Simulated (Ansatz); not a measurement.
# MoS₂: ideal shear of a crystal plane

Method: Ansatz 0.2.0, DFT PBEsol, scalar-relativistic, plane waves, PAW. The runs took a 420 eV cutoff, a Γ-centred 10×10×2 mesh and Gaussian smearing (0.05 eV). No spin polarisation. Energies are free energies at this smearing, counted from the undisturbed cell; pressure is positive in compression.

Reference structure (relaxed at this level):

```xyz
6
Lattice="-3.1414 0.0000 0.0000 -1.5707 -2.7206 0.0000 0.0000 0.0000 12.5788" Properties=species:S:1:pos:R:3 pbc="T T T"
Mo   -1.5707   -0.9069    3.1447
Mo   -3.1414   -1.8137    9.4341
S    -1.5707   -0.9069    7.8750
S    -3.1414   -1.8137    1.5856
S    -1.5707   -0.9069   10.9932
S    -3.1414   -1.8137    4.7038
```

The cell holds layers and no dispersion correction was added, so their binding is poorly described.

The cut lies on the cell's a–b face, a (0 0 1) plane (indices in the standard cell, whose axes needn't be the Cartesian ones shown) of area 8.55 Å², between layers 3.17 Å apart. Vector c is tilted by f times 1·a + 1·b (length 5.441 Å) with the atoms' Cartesian places fixed: one unrelaxed fault a cell. The traction is dγ/du, the slope of γ against the slip u in Å.

| f | γ (mJ/m²) | traction (GPa) |
| --- | --- | --- |
| 0.0000 | 0 | 0.0 |
| 0.0833 | 13 | 0.5 |
| 0.1667 | 32 | 0.3 |
| 0.2500 | 35 | -0.1 |
| 0.3333 | 31 | 0.0 |
| 0.4167 | 45 | 0.7 |
| 0.5000 | 94 | 1.4 |
| 0.5833 | 159 | 1.3 |
| 0.6667 | 190 | 0.0 |
| 0.7500 | 157 | -1.4 |
| 0.8333 | 83 | -1.7 |
| 0.9167 | 21 | -1.0 |

Read off the first barrier and the stress needed to climb it, and compare with Frenkel's sinusoid.

The traction changes sign between f = 0.167 and 0.250, so by linear interpolation the first maximum lies at f = 0.228, a slip of 1.24 Å, with γ ≈ 36 mJ/m², which stands in for the unstable fault energy γ_us, and the steepest sampled slope before it is 0.5 GPa. A sinusoid γ = γ_us sin²(πu/λ) with its maximum there has λ = 2.48 Å and a largest slope πγ_us/λ = 0.5 GPa (1 mJ/m² per Å = 0.01 GPa).

Is there a metastable fault on this line?

The samples dip to a local minimum of 31 mJ/m² at f = 0.333. If it survives relaxation and slip across the line, it is a planar fault that lets a dislocation split into partials, more widely the lower its energy (an antiphase boundary, where the slip puts unlike atoms in each other's places).

The cut is rigid; relaxing the faces lowers these energies and usually the stresses.

Cost: 12 runs of about 1.9 core-minutes in all, on Arm Neoverse V2 (shared hosts).